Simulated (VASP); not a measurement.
# Sr8Ti8HO23 (a cell with a defect) in VASP: further runs, part 2 of 2

VASP 6.6.1.

**3. Single point, HSE06**

POSCAR reads:

```
Sr8Ti8HO23                              
1.0
    7.8804100000      0.0000000000      0.0000000000
    0.0000000000     -7.8804100000      0.0000000000
    0.0000000000      0.0000000000     -7.8804100000
  Sr              Ti              H               O             
     8     8     1    23
Direct
     0.2499162151224328    0.2467328987902402    0.2469437105540275
     0.2499197302107621    0.2467009286469883    0.7538087346531084
     0.2499128058507447    0.7535929988619406    0.2469047762522530
     0.2499167082040198    0.7536312031831491    0.7538371935221031
     0.7499692320054655    0.2469221246473927    0.2472060685458879
     0.7499079015475230    0.2468210963926611    0.7537629730541239
     0.7499860657979879    0.7534363104740499    0.2471668478968639
     0.7499136556693974    0.7535443386724890    0.7538144083159721
     0.9919800094545956    0.5001788884795147    0.5005526062148946
     0.0015382256082455    0.5001451337604270    0.0005369726816495
     0.0015467440676968    0.0001886830687722    0.5003576497263861
     0.9996614076555121    0.0001419175174244    0.0003669965053432
     0.5077237297521964    0.5002011114734620    0.5005115073688896
     0.4982016102716553    0.5001557346106972    0.0005382735460400
     0.4981962682493282    0.0001763032475323    0.5003381816455948
     0.5001819631019688    0.0001639122744648    0.0003064162740576
     0.2498512445281648    0.4999655749213108    0.5011258277205153
     0.2499738698955370    0.5000302955198880    0.0002747498380462
     0.2499452812512085    0.0001913422804394    0.5000532774028590
     0.2499803357692851    0.0000487939030413    0.0001441503800366
     0.7499100628491531    0.5001823355812677    0.5002999589500534
     0.7499344786211978    0.5000457537277845    0.0006254101983783
     0.7499611748223092    0.0000306324718297    0.5001156947884973
     0.7499515220463950    0.0000409365021807    0.0000921090302587
     0.0075635505005593    0.2528314369773163    0.5001980417873878
     0.9992084682268770    0.2499840344840328    0.0002222058560538
     0.0077614357325658    0.7473340715060390    0.5002450024713546
     0.9992216971716884    0.7500894778958719    0.0002117604820691
     0.4923508841876827    0.2527838774690588    0.5000307620227025
     0.5006816577962917    0.2500325307432901    0.0000482464165787
     0.4921609319760167    0.7474257395813348    0.5000009847890814
     0.5006796296249573    0.7501048787189729    0.0000551864903611
     0.0078035874621688    0.5000128759517886    0.2529965877829547
     0.0075348214612518    0.4999723136569899    0.7476596116813682
     0.9992187914848907    0.0000119420194720    0.2501848363373764
     0.9992328686763515    0.0000188656776195    0.7501995145676567
     0.4921597723331159    0.5000599314608920    0.2530026045099041
     0.4923512677312123    0.5000744238020529    0.7475749190451338
     0.5007042544004675    0.0000734202734254    0.2500561612921065
     0.5006571788811210    0.0000646107729002    0.7501140394020727
```

INCAR.step1 reads:

```
SYSTEM = Sr8Ti8HO23
PREC     = Normal         ! precision mode
ENCUT    = 400            ! plane-wave cutoff, eV
EDIFF    = 1E-5           ! SCF threshold, eV
ISMEAR   = 0              ! smearing method
SIGMA    = 0.01           ! smearing width, eV
LREAL    = Auto         
LASPH    = .TRUE.         ! aspherical terms in the spheres
NELM     = 80             ! most SCF steps
ALGO     = Normal         ! electronic algorithm
ISIF     = 2              ! what is computed and relaxed
LWAVE    = .TRUE.         ! write WAVECAR
LCHARG   = .FALSE.        ! write CHGCAR
NBANDS   = 184            ! bands
ICORELEVEL= 1            
NELECT   = 316.0        
GGA      = PE             ! functional
```

INCAR.step2 reads:

```
SYSTEM = Sr8Ti8HO23
PREC     = Normal         ! precision mode
ENCUT    = 400            ! plane-wave cutoff, eV
EDIFF    = 1E-7           ! SCF threshold, eV
ISMEAR   = 0              ! smearing method
SIGMA    = 0.01           ! smearing width, eV
LREAL    = Auto         
LASPH    = .TRUE.         ! aspherical terms in the spheres
NELM     = 80             ! most SCF steps
ALGO     = Normal         ! electronic algorithm
ISIF     = 2              ! what is computed and relaxed
LWAVE    = .FALSE.        ! write WAVECAR
LCHARG   = .FALSE.        ! write CHGCAR
GGA      = PE             ! functional
LHFCALC  = .TRUE.         ! exact exchange
HFSCREEN = 0.2            ! screening, 1/A
PRECFOCK = Fast         
NBANDS   = 184            ! bands
ICORELEVEL= 1            
NELECT   = 316.0        
ISTART   = 1
```

KPOINTS reads:

```
regular mesh
0
G
  1 1 1
  0 0 0
```

Potentials or basis: VASP PAW PBE potentials, release 64 (Sr_sv, Ti_sv, H, O).

Command:

```
$ cat potpaw_PBE.64/Sr_sv/POTCAR potpaw_PBE.64/Ti_sv/POTCAR potpaw_PBE.64/H/POTCAR potpaw_PBE.64/O/POTCAR > POTCAR
$ cp INCAR.step1 INCAR
$ mpirun -np 8 vasp_gam > vasp.out
$ cp INCAR.step2 INCAR
$ mpirun -np 8 vasp_gam > vasp.out
```

Run time: 95 s. Hardware: 8 MPI ranks of Intel Xeon 6975P-C (Granite Rapids), shared host; peak memory 0.35 GiB.

Results (log left out):

```
Free energy            : -373.6749 eV
Largest force          : 0.970 eV/Å
Band gap on the k mesh : 0.47 eV, direct
```

Forces in eV/Å, atoms in the order of the input:
```
Sr   0.000  0.099  0.096
Sr  -0.002  0.094 -0.099
Sr   0.001 -0.099  0.094
Sr  -0.001 -0.093 -0.096
Sr  -0.004  0.165  0.164
Sr   0.000  0.161 -0.163
Sr  -0.004 -0.165  0.164
Sr   0.000 -0.160 -0.161
Ti  -0.967  0.000  0.004
Ti  -0.207 -0.008 -0.005
Ti  -0.208 -0.003 -0.016
Ti   0.045 -0.013 -0.022
Ti   0.970  0.004 -0.001
Ti   0.190 -0.006 -0.005
Ti   0.190 -0.006 -0.014
Ti  -0.061 -0.010 -0.033
H    0.005 -0.002  0.015
O    0.004  0.004  0.006
O    0.006  0.003  0.007
O   -0.001  0.004  0.010
O    0.002 -0.003 -0.001
O    0.007  0.003  0.010
O    0.005  0.004  0.006
O    0.005  0.005  0.010
O    0.373 -0.243 -0.003
O   -0.085 -0.090 -0.001
O    0.373  0.251 -0.001
O   -0.086  0.099  0.000
O   -0.371 -0.255 -0.005
O    0.090 -0.089 -0.003
O   -0.371  0.261 -0.006
O    0.090  0.096 -0.003
O    0.375 -0.001 -0.255
O    0.371 -0.001  0.258
O   -0.087 -0.001 -0.080
O   -0.084 -0.002  0.097
O   -0.374 -0.002 -0.247
O   -0.368 -0.002  0.262
O    0.091  0.000 -0.084
O    0.090  0.000  0.099
```

Levels at points of the mesh, in eV from the valence-band top:
| k point | band 156 | band 157 | band 158 | band 159 | band 160 | band 161 |
| --- | --- | --- | --- | --- | --- | --- |
| (0.00, 0.00, 0.00) | -2.89 | -2.83 | 0.00 | 0.47 | 0.58 | 0.58 |

Core levels (eV, on the scale of the bands):
```csv
atom,levels
1 Sr,"1s -15923.6, 2s -2146.2, 2p -1905.6, 3s -322.1, 3p -244.5, 3d -116.4"
2 Sr,"1s -15923.6, 2s -2146.2, 2p -1905.6, 3s -322.1, 3p -244.5, 3d -116.4"
3 Sr,"1s -15923.6, 2s -2146.2, 2p -1905.6, 3s -322.1, 3p -244.5, 3d -116.4"
4 Sr,"1s -15923.6, 2s -2146.2, 2p -1905.6, 3s -322.1, 3p -244.5, 3d -116.4"
5 Sr,"1s -15923.8, 2s -2146.3, 2p -1905.7, 3s -322.3, 3p -244.6, 3d -116.5"
6 Sr,"1s -15923.8, 2s -2146.3, 2p -1905.7, 3s -322.3, 3p -244.6, 3d -116.5"
```

Caveat: the cell is charged against a uniform background, so pressure and absolute levels hang on convention; the PAW data sets were made with another functional, which shifts forces and pressure a little.
